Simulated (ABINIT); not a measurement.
# Si (Fd-3m) in ABINIT: settings compared, part 2 of 2

ABINIT 10.8.3 (patched build). The steps go on from the part before.

## Step 3: Relaxation of cell and atoms, PBE

File run.abi:

```
# Pseudopotentials
pp_dirpath "./"
pseudos "Si.GGA_PBE-JTH.xml"

# Structure
acell 7.2740828278 7.2740828278 7.2740828278
rprim
     0.0000000000     0.7071067812     0.7071067812
     0.7071067812     0.0000000000     0.7071067812
     0.7071067812     0.7071067812     0.0000000000
ntypat 1
znucl 14
natom 2
typat 1 1
chkprim 0
chksymtnons 0
tolsym 1.0e-6
xred
            1/2            1/2            1/2
            3/4            3/4            3/4

# Plane-wave basis
ecut 10.0
pawecutdg 20.0
ecutsm 0.5

# k points
kptopt 1
ngkpt 6 6 6
nshiftk 1
shiftk 0.0 0.0 0.0

# Exchange and correlation
ixc 11

# Bands and occupations
nband 8
occopt 3
tsmear 0.05 eV

# SCF cycle
nstep 80
tolvrs 1.0e-12

# Output
iomode 3
prteig 0
prtebands 0
prtwf 0
prtden 0

# Relaxation
ionmov 22
optcell 2
ntime 50
tolmxf 2.0e-5
dilatmx 1.08
```

Potentials or basis: JTH PAW PBE v2.0.

On the command line:

```console
$ abinit run.abi > log 2>&1
```

run.abo:

```text
.Version 10.8.3 of ABINIT
 Symmetries : space group Fd -3 m (#227); Bravais cF (face-center cubic)
================================================================================
 Values of the parameters that define the memory need of the present run
     intxc =       0    ionmov =      22      iscf =      17    lmnmax =       8
     lnmax =       4     mgfft =      24  mpssoang =       2    mqgrid =    3001
     natom =       2  nloc_mem =       2    nspden =       1   nspinor =       1
    nsppol =       1      nsym =      48    n1xccc =       1    ntypat =       1
    occopt =       3   xclevel =       2
       mpw =         528          nfft =       13824          nkpt =          16
 PAW method is used; the additional fine FFT grid is defined by:
   mgfftf=        32    nfftf =     32768
================================================================================
================================================================================

--------------------------------------------------------------------------------
------------- Echo of variables that govern the present computation ------------
--------------------------------------------------------------------------------
 -outvars: echo values of preprocessed input variables --------
            acell      7.2740828278E+00  7.2740828278E+00  7.2740828278E+00 Bohr
              amu      2.80855000E+01
          chkprim           0
      chksymtnons           0
          dilatmx      1.08000000E+00
             ecut      1.00000000E+01 Hartree
           ecutsm      5.00000000E-01 Hartree
           ionmov          22
              ixc          11
         kptrlatt        6    0    0      0    6    0      0    0    6
          kptrlen      4.36444970E+01
            natom           2
            nband           8
            ngfft          24      24      24
          ngfftdg          32      32      32
             nkpt          16
            nstep          80
             nsym          48
            ntime          50
           ntypat           1
           occopt           3
          optcell           2
        pawecutdg      2.00000000E+01 Hartree
         pawxcdev           0
           prtden           0
        prtebands           0
           prteig           0
            prtwf           0
            rprim      0.0000000000E+00  7.0710678120E-01  7.0710678120E-01
                       7.0710678120E-01  0.0000000000E+00  7.0710678120E-01
                       7.0710678120E-01  7.0710678120E-01  0.0000000000E+00
          spgroup         227
           tolmxf      2.00000000E-05
           tolsym      1.00000000E-06
           tolvrs      1.00000000E-12
           tsmear      1.83746611E-03 Hartree
            typat      1  1
           useylm           1
           xangst      2.7218511847E+00  2.7218511847E+00  2.7218511847E+00
                       4.0827767770E+00  4.0827767770E+00  4.0827767770E+00
            xcart      5.1435532945E+00  5.1435532945E+00  5.1435532945E+00
                       7.7153299418E+00  7.7153299418E+00  7.7153299418E+00
             xred      5.0000000000E-01  5.0000000000E-01  5.0000000000E-01
                       7.5000000000E-01  7.5000000000E-01  7.5000000000E-01
            znucl       14.00000

================================================================================

 chkinp: Checking input parameters for consistency.

================================================================================
== DATASET  1 ==================================================================
[... 41 lines left out ...]

================================================================================

=== [ionmov=22] Limited-memory Broyden-Fletcher-Goldfarb-Shanno method
================================================================================

--- Iteration: ( 1/50) Internal Cycle: (1/1)
--------------------------------------------------------------------------------

---SELF-CONSISTENT-FIELD CONVERGENCE--------------------------------------------
[... 376 lines left out ...]
 Difference of energy with previous step (new-old):
           Absolute (Ha)=-5.00365E-09
           Relative     =-6.27633E-10

 At Broyd/MD step   4, gradients are converged :
  max grad (force/stress) = 7.7373E-07 < tolmxf= 2.0000E-05 ha/bohr (free atoms)

================================================================================

 ----iterations are completed or convergence reached----

 Mean square residual over all n,k,spin=   71.442E-14; max=  91.346E-12
 reduced coordinates (array xred) for    2 atoms
       0.500000000000      0.500000000000      0.500000000000
       0.750000000000      0.750000000000      0.750000000000
 rms dE/dt=  7.2710E-29; max dE/dt=  1.3463E-28; dE/dt below (all hartree)
    1      -0.000000000000     -0.000000000000      0.000000000000
    2       0.000000000000      0.000000000000      0.000000000000

 cartesian coordinates (angstrom) at end:
    1      2.73606216572829     2.73606216572829     2.73606216572829
    2      4.10409324859243     4.10409324859243     4.10409324859243

 cartesian forces (hartree/bohr) at end:
    1     -0.00000000000000    -0.00000000000000     0.00000000000000
    2      0.00000000000000     0.00000000000000    -0.00000000000000
 frms,max,avg= 1.1117515E-29 1.6274375E-29   0.000E+00  0.000E+00  0.000E+00 h/b

 cartesian forces (eV/Angstrom) at end:
    1     -0.00000000000000    -0.00000000000000     0.00000000000000
    2      0.00000000000000     0.00000000000000    -0.00000000000000
 frms,max,avg= 5.7168560E-28 8.3686203E-28   0.000E+00  0.000E+00  0.000E+00 e/A
 length scales=  7.312061338188  7.312061338188  7.312061338188 bohr
              =  3.869376222269  3.869376222269  3.869376222269 angstroms
 Fermi (or HOMO) energy (hartree) =   0.20008   Average Vxc (hartree)=  -0.34472
 Eigenvalues (hartree) for nkpt=  16  k points:
 kpt#   1, nband=  8, wtk=  0.00463, kpt=  0.0000  0.0000  0.0000 (reduced coord)
  -0.24714    0.18727    0.18727    0.18727    0.28129    0.28129    0.28129    0.30071
      occupation numbers for kpt#   1
   2.00000    1.99813    1.99813    1.99813    0.00000    0.00000    0.00000    0.00000
 prteigrs : prtvol=0 or 1, do not print more k-points.

--- !EnergyTerms
iteration_state     : {dtset: 1, itime: 4, icycle: 1, }
comment             : Components of total free energy in Hartree
kinetic             :  2.99386075705989E+00
hartree             :  5.60069448653156E-01
xc                  : -4.75981692518254E+00
Ewald energy        : -8.33481285175136E+00
psp_core            :  2.73896107938371E-01
local_psp           : -2.38377676816973E+00
PAW spherical_terms :  3.67833176791767E+00
internal            : -7.97224846353454E+00
'-kT*entropy'       : -8.30154207080467E-07
total_energy        : -7.97224929368875E+00
total_energy_eV     : -2.16935954779814E+02
...

--- !EnergyTermsDC
iteration_state     : {dtset: 1, itime: 4, icycle: 1, }
comment             : '"Double-counting" decomposition of free energy'
band_energy         :  2.56570995396025E-02
Ewald energy        : -8.33481285175136E+00
psp_core            :  2.73896107938371E-01
xc_dc               : -1.93664422621770E+00
PAW spherical_terms :  1.99965572012517E+00
internal            : -7.97224815036591E+00
'-kT*entropy'       : -8.30154207080467E-07
total_energy_dc     : -7.97224898052012E+00
total_energy_dc_eV  : -2.16935946258061E+02
...

--- !EnergyTermsWithPAWCore
iteration_state     : {dtset: 1, itime: 4, icycle: 1, }
comment             : 'Components of total free energy, including PAW core contributions'
Total energy        : -5.80070572493835E+02
Total energy DC     : -5.80070572180667E+02
Total energy (eV)   : -1.57845243980571E+04
Total energy DC (eV): -1.57845243895353E+04
...

 Cartesian components of stress tensor (hartree/bohr^3)
  sigma(1 1)= -7.73728483E-09  sigma(3 2)=  0.00000000E+00
  sigma(2 2)= -7.73728483E-09  sigma(3 1)=  0.00000000E+00
  sigma(3 3)= -7.73728483E-09  sigma(2 1)=  0.00000000E+00

-Cartesian components of stress tensor (GPa)         [Pressure=  2.2764E-04 GPa]
- sigma(1 1)= -2.27638779E-04  sigma(3 2)=  0.00000000E+00
- sigma(2 2)= -2.27638779E-04  sigma(3 1)=  0.00000000E+00
- sigma(3 3)= -2.27638779E-04  sigma(2 1)=  0.00000000E+00

== END DATASET(S) ==============================================================
================================================================================

 -outvars: echo values of variables after computation  --------
            acell      7.3120613382E+00  7.3120613382E+00  7.3120613382E+00 Bohr
           etotal     -7.9722489805E+00
            fcart     -9.7646252296E-30 -3.2548750765E-30  1.6274375383E-29
                       9.7646252296E-30  3.2548750765E-30 -1.6274375383E-29
            rprim      0.0000000000E+00  7.0710678119E-01  7.0710678119E-01
                       7.0710678119E-01  0.0000000000E+00  7.0710678119E-01
                       7.0710678119E-01  7.0710678119E-01  0.0000000000E+00
           strten     -7.7372848285E-09 -7.7372848285E-09 -7.7372848287E-09
                       0.0000000000E+00  0.0000000000E+00  0.0000000000E+00
           xangst      2.7360621657E+00  2.7360621657E+00  2.7360621657E+00
                       4.1040932486E+00  4.1040932486E+00  4.1040932486E+00
             xred      5.0000000000E-01  5.0000000000E-01  5.0000000000E-01
                       7.5000000000E-01  7.5000000000E-01  7.5000000000E-01
 Calculation completed.
```

It took 9.1 s on 1 thread of Arm Neoverse V2, shared host; peak memory 0.08 GiB.

Results:

- Free energy: -216.9359 eV
- Relaxed volume: 20.48 Å³/atom
- Relaxed cell: a = 3.869 Å, b = 3.869 Å, c = 3.869 Å, α = 60.00°, β = 60.00°, γ = 60.00°
- Space group after relaxing (to 0.05 Å): Fd-3m (No. 227)
- Energy gained by relaxing: 1.3 meV/atom
- Ionic steps: 4
- Pressure after relaxing: 0.0 GPa
- Band gap on the k mesh: 0.77 eV, indirect (least direct gap 2.56 eV)

Step by step:
| step | energy change (eV) | largest force (eV/Å) | pressure (GPa) | volume (Å³) |
| --- | --- | --- | --- | --- |
| 1 | 0.0000 | 0.0000 | 1.42 | 40.33 |
| 2 | -0.0013 | 0.0000 | 1.02 | 40.51 |
| 3 | -0.0026 | 0.0000 | 0.01 | 40.96 |
| 4 | -0.0026 | 0.0000 | 0.00 | 40.96 |

Final structure:
```
CELL_PARAMETERS angstrom
0.00000 2.73606 2.73606
2.73606 0.00000 2.73606
2.73606 2.73606 0.00000
ATOMIC_POSITIONS crystal
Si 0.50000 0.50000 0.50000
Si 0.75000 0.75000 0.75000
```

A k mesh can miss the band edges.
